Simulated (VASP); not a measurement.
# TaS2 (P-3m1) in VASP: further runs

The runs below take TaS2 through band structure, with BLYP, PW91.

All numbers are computed with VASP 6.6.1; they aren't measurements. Logs are shortened: lines on timing, memory, paths and dates and some standing lists are left out, and cuts for length are marked.

### 1 Starting point

The structure is trigonal, space group P-3m1 (No. 164). The conventional cell has a = 3.350 Å, b = 3.350 Å, c = 5.860 Å, α = 90.00°, β = 90.00°, γ = 120.00°. Ta (site symmetry -3m) has 6 S at 2.43 Å as nearest neighbours. Around S (site symmetry 3m) lie 3 Ta at 2.43 Å.

### 2 Band structure, BLYP

Input file POSCAR:

```
TaS2
1.0
    3.3500000000      0.0000000000      0.0000000000
   -1.6750000000      2.9011851027      0.0000000000
    0.0000000000      0.0000000000      5.8600000000
Ta S
1 2
Direct
    0.0000000000      0.0000000000      0.0000000000
    0.6666666667      0.3333333333      0.7500000000
    0.3333333333      0.6666666667      0.2500000000
```

Input file INCAR.step1:

```
SYSTEM = TaS2
  AGGAC = 1.0
  AGGAX = 1.0
  ALDAC = 0.0
  ALDAX = 1.0
  ALGO = Normal
  EDIFF = 1E-6
  ENCUT = 520
  GGA = B5
  ISIF = 2
  ISMEAR = -1
  LASPH = .TRUE.
  LCHARG = .TRUE.
  LMAXMIX = 4
  LREAL = .FALSE.
  LWAVE = .FALSE.
  NELM = 80
  PREC = Accurate
  SIGMA = 0.05
```

Input file KPOINTS.step1:

```
k-points
0
G
  9 9 5
  0 0 0
```

Input file INCAR.step2:

```
SYSTEM = TaS2
  AGGAC = 1.0
  AGGAX = 1.0
  ALDAC = 0.0
  ALDAX = 1.0
  ALGO = Normal
  EDIFF = 1E-6
  ENCUT = 520
  GGA = B5
  ICHARG = 11
  ISIF = 2
  ISMEAR = 0
  LASPH = .TRUE.
  LCHARG = .FALSE.
  LMAXMIX = 4
  LREAL = .FALSE.
  LWAVE = .FALSE.
  NELM = 80
  PREC = Accurate
  SIGMA = 0.05
```

Input file KPOINTS.step2:

```
path GMKGALHA,LM,KH
15
line-mode
reciprocal
 0.0000000000  0.0000000000  0.0000000000  G
 0.5000000000  0.0000000000  0.0000000000  M

 0.5000000000  0.0000000000  0.0000000000  M
 0.3333333333  0.3333333333  0.0000000000  K

 0.3333333333  0.3333333333  0.0000000000  K
 0.0000000000  0.0000000000  0.0000000000  G

 0.0000000000  0.0000000000  0.0000000000  G
 0.0000000000  0.0000000000  0.5000000000  A

 0.0000000000  0.0000000000  0.5000000000  A
 0.5000000000  0.0000000000  0.5000000000  L

 0.5000000000  0.0000000000  0.5000000000  L
 0.3333333333  0.3333333333  0.5000000000  H

 0.3333333333  0.3333333333  0.5000000000  H
 0.0000000000  0.0000000000  0.5000000000  A

 0.5000000000  0.0000000000  0.5000000000  L
 0.5000000000  0.0000000000  0.0000000000  M

 0.3333333333  0.3333333333  0.0000000000  K
 0.3333333333  0.3333333333  0.5000000000  H
```

Potentials or basis: VASP PAW PBE potentials, release 64 (Ta_pv, S).

Command:

```bash
cat potpaw_PBE.64/Ta_pv/POTCAR potpaw_PBE.64/S/POTCAR > POTCAR
cp INCAR.step1 INCAR
cp KPOINTS.step1 KPOINTS
mpirun -np 1 vasp_std > vasp.out
cp INCAR.step2 INCAR
cp KPOINTS.step2 KPOINTS
mpirun -np 1 vasp_std > vasp.out
```

OUTCAR:

```text
SYSTEM = TaS2
   EDIFF = 1E-6
   ENCUT = 520
   GGA = B5
   ICHARG = 11
   ISIF = 2
   ISMEAR = 0
   LASPH = .TRUE.
   LREAL = .FALSE.
   NELM = 80
   PREC = Accurate

 ion  position               nearest neighbor table
   1  0.000  0.000  0.000-   2 2.43   3 2.43   2 2.43   3 2.43   2 2.43   3 2.43
   2  0.667  0.333  0.750-   1 2.43   1 2.43   1 2.43
   3  0.333  0.667  0.250-   1 2.43   1 2.43   1 2.43

  LATTYP: Found a hexagonal cell.
 ALAT       =     3.3500000000
 C/A-ratio  =     1.7492537313

  Lattice vectors:

 A1 = (   3.3500000000,   0.0000000000,   0.0000000000)
 A2 = (  -1.6750000000,   2.9011851027,   0.0000000000)
 A3 = (   0.0000000000,   0.0000000000,   5.8600000000)

Analysis of symmetry for initial positions (statically):
=====================================================================
 Subroutine PRICEL returns:
 Original cell was already a primitive cell.

 Routine SETGRP: Setting up the symmetry group for a
 hexagonal supercell.

 Subroutine GETGRP returns: Found 12 space group operations
 (whereof 12 operations were pure point group operations)
 out of a pool of 24 trial point group operations.

The static configuration has the point symmetry D_3d.

Analysis of symmetry for dynamics (positions and initial velocities):
=====================================================================
 Subroutine PRICEL returns:
 Original cell was already a primitive cell.

 Routine SETGRP: Setting up the symmetry group for a
 hexagonal supercell.

 Subroutine GETGRP returns: Found 12 space group operations
 (whereof 12 operations were pure point group operations)
 out of a pool of 24 trial point group operations.

The dynamic configuration has the point symmetry D_3d.

 Subroutine INISYM returns: Found 12 space group operations
 (whereof 12 operations are pure point group operations),
 and found     1 'primitive' translations

----------------------------------------------------------------------------------------

                                     Primitive cell

  volume of cell :      56.9532

  direct lattice vectors                    reciprocal lattice vectors
     3.350000000  0.000000000  0.000000000     0.298507463  0.172343364  0.000000000
    -1.675000000  2.901185103  0.000000000     0.000000000  0.344686728  0.000000000
     0.000000000  0.000000000  5.860000000     0.000000000  0.000000000  0.170648464

  length of vectors
     3.350000000  3.350000000  5.860000000     0.344686728  0.344686728  0.170648464

  position of ions in fractional coordinates (direct lattice)
     0.000000000  0.000000000  0.000000000
[... 87 lines left out ...]
   EFERMI =   0.00;   METHOD = LEGACY
   ISMEAR =     0;   SIGMA  =   0.05  broadening in eV -4-tet -1-fermi 0-gaus
   EFERMI_NEDOS =   21; number of points for ismear=-14 and -15
   IALGO  =     38    algorithm
   IMIX   =      4    mixing-type and parameters
     AMIX     =   0.40;   BMIX     =  1.00
     AMIX_MAG =   1.60;   BMIX_MAG =  1.00
  volume/ion in A,a.u.               =      18.98       128.11
  Fermi-wavevector in a.u.,A,eV,Ry     =   1.210073  2.286706 19.922686  1.464276
  Thomas-Fermi vector in A             =   2.345631
   LORBIT       =      0    0 simple, 1 ext, 2 COOP (PROOUT), +10 PAW based schemes
   GGA     = B5    functional components
   LHFCALC =     F    Hartree Fock is set to
   AEXX    =    0.0000 exact exchange contribution
   IVDW    =     0    specifies the selected vdW correction
   LEPSILON=     F    determine dielectric tensor
   LRPA    =     F    only Hartree local field effects (RPA)
 non-spin polarized calculation
 Gauss-broadening in eV      SIGMA  =   0.05
  energy-cutoff  :      520.00
  volume of cell :       56.95
 maximum number of plane-waves:      1569
 NGX is ok and might be reduce to    28

 number of electron      22.9999999 magnetization

 Free energy of the ion-electron system (eV)
  ---------------------------------------------------
  ext. energy  EPLUGINS =         0.00000000
  ---------------------------------------------------
  free energy    TOTEN  =       -19.67504109 eV

  energy without entropy =      -19.66698030  energy(sigma->0) =      -19.67101070

 E-fermi :   6.0930     XC(G=0):  -9.9390

 val. band max:        6.0918312644   @ k =   0.0000   0.0000   0.2857
 cond. band min:       6.0949297733   @ k =   0.0000   0.0000   0.2500
 fundamental gap:      0.0030985089
 Fermi energy:         6.0930172223

 k-point     1 :       0.0000    0.0000    0.0000
  band No.  band energies     occupation
      1     -29.0625      2.00000
      2     -29.0554      2.00000
      3     -29.0554      2.00000
      4      -9.0068      2.00000
      5      -6.9656      2.00000
      6      -0.8024      2.00000
      7       1.8196      2.00000
      8       1.8196      2.00000
      9       4.7354      2.00000
     10       5.2689      2.00000
     11       5.2689      2.00000
     12       6.1086      0.66017
     13       6.1086      0.66010
     14       6.3819      0.00000
[... 401 lines left out ...]
      2     -29.1868      2.00000
      3     -28.9976      2.00000
      4      -7.1402      2.00000
      5      -6.7579      2.00000
      6      -0.3250      2.00000
      7       0.8787      2.00000
      8       1.7754      2.00000
      9       2.1331      2.00000
     10       2.2478      2.00000
     11       2.9816      2.00000
     12       6.7106      0.00000
     13       8.3054      0.00000
     14       8.4613      0.00000
     15      10.1953      0.00000

 [... further k-points ...]

------------------------ aborting loop because EDIFF is reached ----------------------------------------

  FORCE on cell =-STRESS in cart. coord.  units (eV):
  Direction    XX          YY          ZZ          XY          YZ          ZX
  --------------------------------------------------------------------------------------
  -------------------------------------------------------------------------------------
  Total        7.7552881      7.7552881      6.2851823      0.0000000      0.0000000     -0.0000000
  in kB      218.1678021    218.1678021    176.8115375      0.0000000      0.0000000     -0.0000000
  external PRESSURE =     204.3823806 kB  Pullay stress =       0.0000000 kB

 VOLUME and BASIS-vectors are now :
 -----------------------------------------------------------------------------
  energy-cutoff  :      520.00
  volume of cell :       56.95
      direct lattice vectors                 reciprocal lattice vectors
     3.350000000  0.000000000  0.000000000     0.298507463  0.172343364  0.000000000
    -1.675000000  2.901185103  0.000000000     0.000000000  0.344686728  0.000000000
     0.000000000  0.000000000  5.860000000     0.000000000  0.000000000  0.170648464

 POSITION                                       TOTAL-FORCE (eV/Angst)
 -----------------------------------------------------------------------------------
      0.00000      0.00000      0.00000        -0.000000      0.000000      0.000000
      1.67500      0.96706      4.39500        -0.000000     -0.000000     -1.164191
     -0.00000      1.93412      1.46500         0.000000      0.000000      1.164191
 -----------------------------------------------------------------------------------
    total drift:                               -0.000000     -0.000000     -0.000000

  FREE ENERGIE OF THE ION-ELECTRON SYSTEM (eV)
  ---------------------------------------------------
  free  energy   TOTEN  =       -19.6750410943 eV

  energy  without entropy=      -19.6669803003  energy(sigma->0) =      -19.67101070
```

Run time: 81 s. Hardware: 1 thread of AMD EPYC 9R45 (Zen 5), shared host; peak memory 0.23 GiB.

What came out:

- Band gap along the path: none (metal or under the smearing width)

Levels at the corners of the path, in eV from the Fermi level:
```csv
point,band 7,band 8,band 9,band 10,band 11,band 12,band 13,band 14,band 15
Γ,-4.28,-4.28,-1.36,-0.83,-0.83,0.01,0.01,0.28,4.05
M,-4.54,-4.48,-4.12,-3.43,-2.26,-0.78,2.36,2.94,4.59
M,-4.54,-4.48,-4.12,-3.43,-2.26,-0.78,2.36,2.94,4.59
K,-5.43,-5.43,-3.79,-3.79,-3.15,1.18,2.08,2.08,4.19
K,-5.43,-5.43,-3.79,-3.79,-3.15,1.18,2.08,2.08,4.19
Γ,-4.28,-4.28,-1.36,-0.83,-0.83,0.01,0.01,0.28,4.05
Γ,-4.28,-4.28,-1.36,-0.83,-0.83,0.01,0.01,0.28,4.05
A,-4.25,-4.25,-3.56,-0.97,-0.97,-0.02,-0.02,1.23,4.46
A,-4.25,-4.25,-3.56,-0.97,-0.97,-0.02,-0.02,1.23,4.46
L,-5.16,-4.39,-4.25,-2.23,-1.98,-1.21,2.35,2.92,4.47
L,-5.16,-4.39,-4.25,-2.23,-1.98,-1.21,2.35,2.92,4.47
H,-5.49,-5.41,-3.73,-3.57,-3.57,1.25,1.45,1.45,5.09
H,-5.49,-5.41,-3.73,-3.57,-3.57,1.25,1.45,1.45,5.09
A,-4.25,-4.25,-3.56,-0.97,-0.97,-0.02,-0.02,1.23,4.46
L,-5.16,-4.39,-4.25,-2.23,-1.98,-1.21,2.35,2.92,4.57
M,-4.54,-4.48,-4.12,-3.43,-2.26,-0.78,2.36,2.94,4.59
K,-5.43,-5.43,-3.79,-3.79,-3.15,1.18,2.08,2.08,4.19
H,-5.49,-5.41,-3.73,-3.57,-3.57,1.25,1.45,1.45,5.09
```

Caveat: the log is that of the step along the path at fixed density, whose energy, stress, charges and moments have no meaning; the PAW data sets were made with another functional, which shifts forces and pressure a little; spin-orbit coupling is left out, which moves the levels of the heavy elements; this functional lacks dispersion, which binds the layers, so the pressure and a relaxed spacing across them are unreliable.

### 3 Band structure, PW91

POSCAR is that of step 2.

Input file INCAR.step1:

```
SYSTEM = TaS2
PREC = Accurate ; ENCUT = 520
EDIFF = 1E-7 ; ISMEAR = -1
SIGMA = 0.05 ; LREAL = .False.
LASPH = .True. ; NELM = 60
ALGO = Normal ; ISIF = 2
LWAVE = .False. ; LCHARG = .True.
LMAXMIX = 4 ; GGA = 91
NBANDS = 18
```

Input file KPOINTS.step1:

```
Automatic mesh
0
Gamma
  9 9 5
  0 0 0
```

Input file INCAR.step2:

```
SYSTEM = TaS2
PREC = Accurate ; ENCUT = 520
EDIFF = 1E-7 ; ISMEAR = 0
SIGMA = 0.05 ; LREAL = .False.
LASPH = .True. ; NELM = 60
ALGO = Normal ; ISIF = 2
LWAVE = .False. ; LCHARG = .False.
LMAXMIX = 4 ; GGA = 91
NBANDS = 18 ; ICHARG = 11
```

KPOINTS.step2: that of step 2 with these lines changed.

```diff
@@ -1,3 +1,3 @@
 path GMKGALHA,LM,KH
-15
+10
 line-mode
```

Potentials or basis: VASP PAW PBE potentials, release 64 (Ta_pv, S).

Command:

```bash
cat potpaw_PBE.64/Ta_pv/POTCAR potpaw_PBE.64/S/POTCAR > POTCAR
cp INCAR.step1 INCAR
cp KPOINTS.step1 KPOINTS
mpirun -np 1 vasp_std > vasp.out
cp INCAR.step2 INCAR
cp KPOINTS.step2 KPOINTS
mpirun -np 1 vasp_std > vasp.out
```

It took 63 s on 1 thread of AMD EPYC 9R45 (Zen 5), shared host; peak memory 0.2 GiB.

The run converged. Its results:

```
Band gap along the path : none (metal or under the smearing width)
```

Levels at the corners of the path, in eV from the Fermi level:
```csv
point,band 7,band 8,band 9,band 10,band 11,band 12,band 13,band 14,band 15,band 16
Γ,-4.27,-4.27,-1.34,-0.79,-0.79,0.03,0.03,0.28,4.09,4.09
M,-4.61,-4.51,-4.11,-3.45,-2.26,-0.81,2.44,3.00,4.55,5.21
M,-4.61,-4.51,-4.11,-3.45,-2.26,-0.81,2.44,3.00,4.55,5.21
K,-5.49,-5.49,-3.81,-3.81,-3.17,1.18,2.13,2.13,4.21,4.21
K,-5.49,-5.49,-3.81,-3.81,-3.17,1.18,2.13,2.13,4.21,4.21
Γ,-4.27,-4.27,-1.34,-0.79,-0.79,0.03,0.03,0.28,4.09,4.09
Γ,-4.27,-4.27,-1.34,-0.79,-0.79,0.03,0.03,0.28,4.09,4.09
A,-4.24,-4.24,-3.56,-0.93,-0.93,0.00,0.00,1.24,4.51,4.51
A,-4.24,-4.24,-3.56,-0.93,-0.93,0.00,0.00,1.24,4.51,4.51
L,-5.24,-4.39,-4.24,-2.24,-1.98,-1.24,2.43,2.99,4.49,4.52
L,-5.24,-4.39,-4.24,-2.24,-1.98,-1.24,2.43,2.99,4.49,4.52
H,-5.57,-5.45,-3.77,-3.56,-3.56,1.26,1.47,1.47,5.12,5.12
H,-5.57,-5.45,-3.77,-3.56,-3.56,1.26,1.47,1.47,5.12,5.12
A,-4.24,-4.24,-3.56,-0.93,-0.93,0.00,0.00,1.24,4.51,4.51
L,-5.24,-4.39,-4.24,-2.24,-1.98,-1.24,2.43,2.99,4.49,4.52
M,-4.61,-4.51,-4.11,-3.45,-2.26,-0.81,2.44,3.00,4.55,5.21
K,-5.49,-5.49,-3.81,-3.81,-3.17,1.18,2.13,2.13,4.21,4.21
H,-5.57,-5.45,-3.77,-3.56,-3.56,1.26,1.47,1.47,5.12,5.12
```

Caveat: the log is that of the step along the path at fixed density, whose energy, stress, charges and moments have no meaning; the PAW data sets were made with another functional, which shifts forces and pressure a little; spin-orbit coupling is left out, which moves the levels of the heavy elements; this functional lacks dispersion, which binds the layers, so the pressure and a relaxed spacing across them are unreliable.

### 4 The reference run

An earlier run on the cell as given: functional PBE; potentials or basis VASP PAW PBE potentials, release 64 (Ta_pv, S); cutoff 520 eV; k mesh 9 × 9 × 5; occupations fermi-dirac, width 0.05 eV; no spin polarisation.

- Pressure: 9.2 GPa
- Largest force: 1.243 eV/Å
- Band gap on the k mesh: none (metal or under the smearing width)
